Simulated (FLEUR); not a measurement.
# MgO (Fm-3m) in FLEUR: further runs

Runs on MgO. Level: LDA. Tasks: equation of state, band structure.

All numbers are computed with FLEUR MaX-R8.1 (later development tree); they aren't measurements. Logs are shortened: lines on timing, memory, paths and dates and some standing lists are left out, and cuts for length are marked.

**Experimental background.**

From “Electronic structure of alkaline earth and post-transition metal oxides”, 2009, arxiv:0908.1581, for a bulk crystal of MgO: band gap 7.83 eV.

The runs below are set against these values where they give the same quantity.

## (1) The crystal as given

Symmetry: Fm-3m, No. 225, cubic system. The conventional cell has a = 4.194 Å, b = 4.194 Å, c = 4.194 Å, α = 90.00°, β = 90.00°, γ = 90.00°. Around Mg (site symmetry m-3m) lie 6 O at 2.10 Å. O (site symmetry m-3m) is surrounded by 6 Mg at 2.10 Å.

The cell is a database's computed one.

## (2) Equation of state, LDA, 8.67 Å³/atom (volume scaled by 0.94)

Input file inp.xml:

```xml
<?xml version="1.0" encoding="UTF-8" standalone="no"?>
<fleurInput fleurInputVersion="0.39">
   <comment>
      MgO                                                                                                 
   </comment>
   <calculationSetup>
      <cutoffs Kmax="5.13" Gmax="15.9" GmaxXC="15.9" numbands="0"/>
      <scfLoop itmax="60" minDistance="0.00001" maxIterBroyd="15" imix="Anderson" alpha="0.05" precondParam="0.0" spinf="2.0" sdNocoIR="T"/>
      <coreElectrons ctail="T" frcor="F" kcrel="0" coretail_lmax="0"/>
      <xcFunctional name="vwn" relativisticCorrections="F"/>
      <magnetism jspins="1"/>
      <soc l_soc="F" theta="0.0" phi="0.0" spav="F"/>
      <expertModes spex="0" secvar="F"/>
      <geometryOptimization l_f="F" forcealpha="1.0" forcemix="BFGS" epsdisp="0.00001" epsforce="0.00001"/>
      <ldaU l_linMix="F" mixParam="0.05" spinf="1.0"/>
   </calculationSetup>
   <cell>
      <bzIntegration valenceElectrons="16.0" mode="hist" fermiSmearingEnergy="0.00183747">
         <kPointListSelection listName="default-1"/>
         <!-- k-points included here -->
         <xi:include xmlns:xi="http://www.w3.org/2001/XInclude" href="kpts.xml"> </xi:include>
      </bzIntegration>
      <!-- symmetry operations included here -->
      <xi:include xmlns:xi="http://www.w3.org/2001/XInclude" href="sym.xml"> </xi:include>
      <bulkLattice scale="0.9795861087">
         <bravaisMatrix>
            <row-1>    0.0000000000000000     3.9627583151077737     3.9627583151077737</row-1>
            <row-2>    3.9627583151077737     0.0000000000000000     3.9627583151077737</row-2>
            <row-3>    3.9627583151077737     3.9627583151077737     0.0000000000000000</row-3>
         </bravaisMatrix>
      </bulkLattice>
   </cell>
   <atomSpecies>
      <species name="Magnesium (Mg)" element="Mg" atomicNumber="12">
         <mtSphere radius="1.91" gridPoints="651" logIncrement="0.017"/>
         <atomicCutoffs lmax="8" lnonsphr="8"/>
         <electronConfig flipSpins="F">
            <coreConfig>(1s1/2)</coreConfig>
            <valenceConfig>(2s1/2) (2p1/2) (2p3/2) (3s1/2)</valenceConfig>
         </electronConfig>
         <energyParameters s="3" p="2" d="3" f="4"/>
         <lo type="SCLO" l="0" n="2" eDeriv="0"/>
         <lo type="HELO" l="1" n="3" eDeriv="0"/>
         <lo type="HELO" l="1" n="3" eDeriv="1"/>
         <lo type="SCLO" l="2" n="3" eDeriv="2"/>
         <lo type="SCLO" l="3" n="4" eDeriv="2"/>
      </species>
      <species name="Oxygen (O)" element="O" atomicNumber="8">
         <mtSphere radius="1.65" gridPoints="563" logIncrement="0.019"/>
         <atomicCutoffs lmax="8" lnonsphr="8"/>
         <electronConfig flipSpins="F">
            <coreConfig>(1s1/2)</coreConfig>
            <valenceConfig>(2s1/2) (2p1/2) (2p3/2)</valenceConfig>
            <stateOccupation state="(2p1/2)" spinUp="0.666667" spinDown="0.666667"/>
            <stateOccupation state="(2p3/2)" spinUp="1.333333" spinDown="1.333333"/>
         </electronConfig>
         <energyParameters s="2" p="2" d="3" f="4"/>
         <lo type="SCLO" l="0" n="2" eDeriv="2"/>
         <lo type="SCLO" l="1" n="2" eDeriv="2"/>
         <lo type="SCLO" l="2" n="3" eDeriv="2"/>
      </species>
   </atomSpecies>
   <atomGroups>
      <atomGroup species="Magnesium (Mg)">
         <relPos label="                   1">.0000000000 .0000000000 .0000000000</relPos>
         <force calculate="T" relaxXYZ="TTT"/>
      </atomGroup>
      <atomGroup species="Oxygen (O)">
         <relPos label="                   2">1.000/2.000 1.000/2.000 1.000/2.000</relPos>
         <force calculate="T" relaxXYZ="TTT"/>
      </atomGroup>
   </atomGroups>
   <output dos="F" band="F" slice="F">
      <checks vchk="F" cdinf="F"/>
      <bandDOS minEnergy="-.5*Htr" maxEnergy="0.5*Htr" sigma="0.015" storeEVData="T"/>
      <vacuumDOS vacdos="F" integ="F" star="F" nstars="0" locx1="0.0" locy1="0.0" locx2="0.0" locy2="0.0" nstm="0" tworkf="0.0"/>
      <unfoldingBand unfoldBand="F" supercellX="1" supercellY="1" supercellZ="1"/>
      <plotting iplot="0" polar="F">
         <plot TwoD="T" vec1="  1.0  0.0  0.0" vec2="  0.0  1.0  0.0" vec3="  0.0  0.0  1.0" zero="  0.0  0.0  0.0" file="plot"/>
      </plotting>
      <chargeDensitySlicing numkpt="0" minEigenval="0.0" maxEigenval="0.0" nnne="0" pallst="F"/>
      <specialOutput eonly="F"/>
      <moessbauerParams electricFieldGradient="T" isomerShift="T" coreHyperfine="T" valenceHyperfine="T"/>
      <magneticCircularDichroism mcd="F" energyLo="-10.0" energyUp="0.0"/>
   </output>
  <!-- We include the file relax.xml here to enable relaxations (see documentation) -->
  <xi:include xmlns:xi="http://www.w3.org/2001/XInclude" href="relax.xml"> <xi:fallback/> </xi:include>
</fleurInput>
```

Potentials or basis: all-electron, FLAPW.

The run is started by

```sh
$ inpgen -f crystal.txt -profile fastHighL
$ # inp.xml edited to the form shown
$ fleur_MPI
```

Standard output:

```text
Welcome to FLEUR        (www.flapw.de)
      MaX-Release 8.1          (www.max-centre.eu)

 ========== k-point set info ==========
 Selected k-point list: default-1
 k-point list type: mesh
 11 x 11 x 11
 Number of k points: 56

 ------------Calculation Setup---------------------------
 Number of MPI-tasks      :            1
 Number of PE/node        :            1
 Number of OMP-threads    :            1
 Most efficient MPI parallelization for:
           1           2           4           7           8          14          28          56
 Additional eigenvalue parallelization possible
 Number of basis functions:          353
 Approximate size of matrices (H+S) per k-point:         0.002 GB
 --------------------------------------------------------
 Iteration:     1   Distance:      26.45583111 me/bohr^3
 Iteration:     2   Distance:      22.70291992 me/bohr^3
 Iteration:     3   Distance:       7.55333956 me/bohr^3
 Iteration:     4   Distance:       4.62497079 me/bohr^3
 Iteration:     5   Distance:       0.57994533 me/bohr^3
 Iteration:     6   Distance:       0.43424753 me/bohr^3
 Iteration:     7   Distance:       0.04994420 me/bohr^3
 Iteration:     8   Distance:       0.02641759 me/bohr^3
 Iteration:     9   Distance:       0.00183736 me/bohr^3
 Iteration:    10   Distance:       0.00074900 me/bohr^3
 Iteration:    11   Distance:       0.00061387 me/bohr^3
 Iteration:    12   Distance:       0.00002702 me/bohr^3
 Iteration:    13   Distance:       0.00000889 me/bohr^3

 ********************************************************************
 Run finished successfully
 Stop message:
   all done
 ********************************************************************
```

out.xml (last iteration):

```text
<iteration numberForCurrentRun="   13" overallNumber="   13">
         <energyParameters units="Htr">
            <atomicEP atomType="1" spin="1" branch="3s" branchLowest="-2.37" branchHighest="2.91" value="0.1261801634"/>
            <atomicEP atomType="1" spin="1" branch="2p" branchLowest="-9.99" branchHighest="-1.15" value="-1.2049843453"/>
            <atomicEP atomType="1" spin="1" branch="3d" branchLowest="-9.99" branchHighest="3.03" value="0.4014300726"/>
            <atomicEP atomType="1" spin="1" branch="4f" branchLowest="-9.99" branchHighest="5.60" value="0.5641788160"/>
            <loAtomicEP atomType="1" spin="1" branch="2s" branchLowest="-45.54" branchHighest="-2.37" value="-2.4048979238"/>
            <heloAtomicEP atomType="1" spin="1" branch="3p" branchLowest="1.88" branchHighest="1.88" value="1.8813720521"/>
            <heloAtomicEP atomType="1" spin="1" branch="3p" branchLowest="1.88" branchHighest="1.88" value="1.8813720521"/>
            <loAtomicEP atomType="1" spin="1" branch="3d" branchLowest="-9.99" branchHighest="3.03" value="0.4014307937"/>
            <loAtomicEP atomType="1" spin="1" branch="4f" branchLowest="-9.99" branchHighest="5.60" value="0.5641816513"/>
            <atomicEP atomType="2" spin="1" branch="2s" branchLowest="-18.13" branchHighest="0.31" value="-0.3885166766"/>
            <atomicEP atomType="2" spin="1" branch="2p" branchLowest="-9.99" branchHighest="0.82" value="0.0837398597"/>
            <atomicEP atomType="2" spin="1" branch="3d" branchLowest="-9.99" branchHighest="4.53" value="0.4076596467"/>
            <atomicEP atomType="2" spin="1" branch="4f" branchLowest="-9.99" branchHighest="7.80" value="0.5682637530"/>
            <loAtomicEP atomType="2" spin="1" branch="2s" branchLowest="-18.13" branchHighest="0.31" value="-0.3885166766"/>
            <loAtomicEP atomType="2" spin="1" branch="2p" branchLowest="-9.99" branchHighest="0.82" value="0.0835063744"/>
            <loAtomicEP atomType="2" spin="1" branch="3d" branchLowest="-9.99" branchHighest="4.53" value="0.4076604533"/>
         </energyParameters>
         <eigenvalues>
            <eigenvaluesAt spin="1" ikpt="1" k_x="0.00000000" k_y="0.00000000" k_z="0.00000000">
                      -2.4053094139       -1.2066747208       -1.2066747208       -1.2066747208       -0.4266198165
                       0.2129715915        0.2129715915        0.2129715915        0.4122097075        0.7992823756
                       0.7992823756        0.7992823756        0.9536264680
            </eigenvaluesAt>
            <eigenvaluesAt spin="1" ikpt="2" k_x="0.00000000" k_y="0.00000000" k_z="0.09090909">
                      -2.4052692060       -1.2070361134       -1.2067088130       -1.2067088130       -0.4226978028
                       0.1921284976        0.2105801126        0.2105801126        0.4312851237        0.7592013204
                       0.8074798729        0.8074798729        0.9972240915
            </eigenvaluesAt>
            <eigenvaluesAt spin="1" ikpt="3" k_x="0.00000000" k_y="0.00000000" k_z="0.18181818">
                      -2.4051616073       -1.2080031136       -1.2068018448       -1.2068018448       -0.4116933779
                       0.1464678335        0.2043449214        0.2043449214        0.4698477877        0.7070042296
                       0.8264257577        0.8264257577        0.9718513925
            </eigenvaluesAt>
            <eigenvaluesAt spin="1" ikpt="4" k_x="0.00000000" k_y="0.00000000" k_z="0.27272727">
                      -2.4050205747       -1.2092590894       -1.2069234036       -1.2069234036       -0.3960099222
                       0.0967564698        0.1965601980        0.1965601980        0.5017139474        0.6815875803
                       0.8385984419        0.8385984419        0.9765687278
            </eigenvaluesAt>
         </eigenvalues>
         <bandgap value="5.4215453289" units="eV"/>
         <sumValenceSingleParticleEnergies value="-12.0023570151" units="Htr"/>
         <FermiEnergy value="0.2129715915" units="Htr"/>
         <valenceDensity>
            <mtCharges spin="1">
               <mtCharge atomType="1" total="8.3578402" s="2.1270152" p="6.1209390" d="0.0910360" f="0.0154942"/>
               <mtCharge atomType="2" total="5.4137179" s="1.5923713" p="3.8159778" d="0.0045574" f="0.0006523"/>
            </mtCharges>
            <spinDependentCharge spin="1" total="16.0000000" interstitial="2.2284419" mtSpheres="13.7715581"/>
            <totalCharge value="16.0000000000"/>
         </valenceDensity>
         <coreStates atomType="     1" atomicNumber=" 12" spin="1" kinEnergy="    134.0118372651" eigValSum="    -91.0856263944" lostElectrons=" 0.000000">
            <state n="1" l="0" j="0.5" energy="-45.5428131972" weight="1.0000000000"/>
         </coreStates>
         <coreStates atomType="     2" atomicNumber="  8" spin="1" kinEnergy="     57.6494349288" eigValSum="    -36.2577451911" lostElectrons=" 0.000000">
            <state n="1" l="0" j="0.5" energy="-18.1288725955" weight="1.0000000000"/>
         </coreStates>
         <allElectronCharges>
            <spinDependentCharge spin="1" total="20.0000000" interstitial="2.2284420" mtSpheres="17.7715580"/>
            <totalCharge value="19.9999999997"/>
         </allElectronCharges>
         <moessbauerParams unitsHFF="kG" unitsIS="e/bohr^3" unitsEFG="Htr/bohr^2">
            <coreIsomerShift atomType="1" isTotal="1077.30546">
               <shell n="1" l="0" isomerShift="1077.30546"/>
            </coreIsomerShift>
            <coreIsomerShift atomType="2" isTotal="300.51133">
               <shell n="1" l="0" isomerShift="300.51133"/>
            </coreIsomerShift>
            <isomerShift atomType="1" nucleusRadius="0.0000684" averageDensity="1148.08538"/>
            <isomerShift atomType="2" nucleusRadius="0.0000595" averageDensity="315.15878"/>
            <electricFieldGradient atomType="1" VXX="0.00000" VYY="0.00000" VZZ="0.00000" asymParam="0.00000">
            </electricFieldGradient>
            <electricFieldGradient atomType="2" VXX="0.00000" VYY="0.00000" VZZ="0.00000" asymParam="0.00000">
            </electricFieldGradient>
         </moessbauerParams>
         <totalEnergy                                    value="     -274.4759738668" units="Htr">
            <sumOfEigenvalues                            value="     -139.3457286005">
               <coreElectrons value="-127.3433715854"/>
               <valenceElectrons value="-12.0023570151"/>
            </sumOfEigenvalues>
            <densityCoulombPotentialIntegral value="-382.1587052360"/>
            <densityEffectivePotentialIntegral value="-413.6488031350"/>
            <chargeDenXCDenIntegral value="-23.8653934415"/>
            <FockExchangeEnergyValence value="0.0000000000"/>
            <FockExchangeEnergyCore value="0.0000000000"/>
            <atomTypeDependentContributions atomType="1">
               <electronNucleiInteractionDifferentMTs value="236.6308664217"/>
               <MadelungTerm value="-6.0392809503"/>
            </atomTypeDependentContributions>
            <atomTypeDependentContributions atomType="2">
               <electronNucleiInteractionDifferentMTs value="88.6504169484"/>
               <MadelungTerm value="-2.5137380214"/>
            </atomTypeDependentContributions>
            <tkbTimesEntropy value="0.0000000000"/>
            <freeEnergy value="-274.4759738668"/>
            <extrapolationTo0K value="-274.4759738668"/>
         </totalEnergy>
         <densityConvergence units="me/bohr^3">
            <chargeDensity spin="1" distance="0.0000088893"/>
         </densityConvergence>
      </iteration>
```

It took 14 s on 1 thread of Intel Xeon 6975P-C (Granite Rapids), shared host; peak memory 0.05 GiB.

Results:

```yaml
Free_energy: -7468.8717 eV
Band_gap_on_the_k_mesh: 5.42 eV, direct
Valence_electrons_inside_the_program's_atomic_spheres: Mg 8.36; O 5.41 (radii Mg 1.91, O 1.65 bohr)
```

## (3) Equation of state, LDA, 8.85 Å³/atom (volume scaled by 0.96)

inp.xml, as its differences from that of step 2:

```diff
@@ -24,3 +24,3 @@
       <xi:include xmlns:xi="http://www.w3.org/2001/XInclude" href="sym.xml"> </xi:include>
-      <bulkLattice scale="0.9795861087">
+      <bulkLattice scale="0.9864848297">
          <bravaisMatrix>
```

Potentials or basis: all-electron, FLAPW.

The run is started by

```sh
$ inpgen -f crystal.txt -profile fastHighL
$ # inp.xml edited to the form shown
$ fleur_MPI
```

It took 14 s on 1 thread of Intel Xeon 6975P-C (Granite Rapids), shared host; peak memory 0.05 GiB.

Results (log left out):

```yaml
Free_energy: -7468.8831 eV
Band_gap_on_the_k_mesh: 5.20 eV, direct
Valence_electrons_inside_the_program's_atomic_spheres: Mg 8.34; O 5.40 (radii Mg 1.91, O 1.65 bohr)
```

## (4) Equation of state, LDA, 9.22 Å³/atom

inp.xml, as its differences from that of step 3:

```diff
@@ -24,3 +24,3 @@
       <xi:include xmlns:xi="http://www.w3.org/2001/XInclude" href="sym.xml"> </xi:include>
-      <bulkLattice scale="0.9864848297">
+      <bulkLattice scale="1.0000000000">
          <bravaisMatrix>
```

The run is started by

```sh
$ inpgen -f crystal.txt -profile fastHighL
$ # inp.xml edited to the form shown
$ fleur_MPI
```

Wall time 16 s (1 thread of Intel Xeon 6975P-C (Granite Rapids), shared host); peak memory 0.05 GiB.

The run converged. Its results:

| Property | Result |
| --- | --- |
| Free energy | -7468.8803 eV |
| Band gap on the k mesh | 4.79 eV, direct |
| Valence electrons inside the program's atomic spheres | Mg 8.32; O 5.37 (radii Mg 1.91, O 1.65 bohr) |

## (5) Equation of state, LDA, 9.59 Å³/atom (volume scaled by 1.04)

inp.xml, as its differences from that of step 4:

```diff
@@ -24,3 +24,3 @@
       <xi:include xmlns:xi="http://www.w3.org/2001/XInclude" href="sym.xml"> </xi:include>
-      <bulkLattice scale="1.0000000000">
+      <bulkLattice scale="1.0131594038">
          <bravaisMatrix>
```

The run is started by

```sh
$ inpgen -f crystal.txt -profile fastHighL
$ # inp.xml edited to the form shown
$ fleur_MPI
```

It took 16 s on 1 thread of Intel Xeon 6975P-C (Granite Rapids), shared host; peak memory 0.05 GiB.

Results (log left out):

```yaml
Free_energy: -7468.8486 eV
Band_gap_on_the_k_mesh: 4.41 eV, direct
Valence_electrons_inside_the_program's_atomic_spheres: Mg 8.29; O 5.35 (radii Mg 1.91, O 1.65 bohr)
```

## (6) Equation of state, LDA, 9.77 Å³/atom (volume scaled by 1.06)

inp.xml, as its differences from that of step 5:

```diff
@@ -24,3 +24,3 @@
       <xi:include xmlns:xi="http://www.w3.org/2001/XInclude" href="sym.xml"> </xi:include>
-      <bulkLattice scale="1.0131594038">
+      <bulkLattice scale="1.0196128224">
          <bravaisMatrix>
```

Potentials or basis: all-electron, FLAPW.

The run is started by

```sh
$ inpgen -f crystal.txt -profile fastHighL
$ # inp.xml edited to the form shown
$ fleur_MPI
```

Wall time 16 s (1 thread of Intel Xeon 6975P-C (Granite Rapids), shared host); peak memory 0.06 GiB.

Results (log left out):

```
Free energy                                           : -7468.8237 eV
Band gap on the k mesh                                : 4.23 eV, direct
Valence electrons inside the program's atomic spheres : Mg 8.28; O 5.34 (radii Mg 1.91, O 1.65 bohr)
```

## (7) Equation of state, LDA

This step only gathers the single runs of the series.

Results:

- Equilibrium volume: 9.00 Å³/atom
- Bulk modulus: 172 GPa
- Pressure derivative of the bulk modulus: 4.0 (rough: it moves with the points fitted)

Energy against volume, from the lowest point:
```csv
volume (Å³/atom),energy (meV/atom)
8.668,5.68
8.853,0.00
9.221,1.40
9.590,17.23
9.775,29.68
```

[end of part 1 of 2]
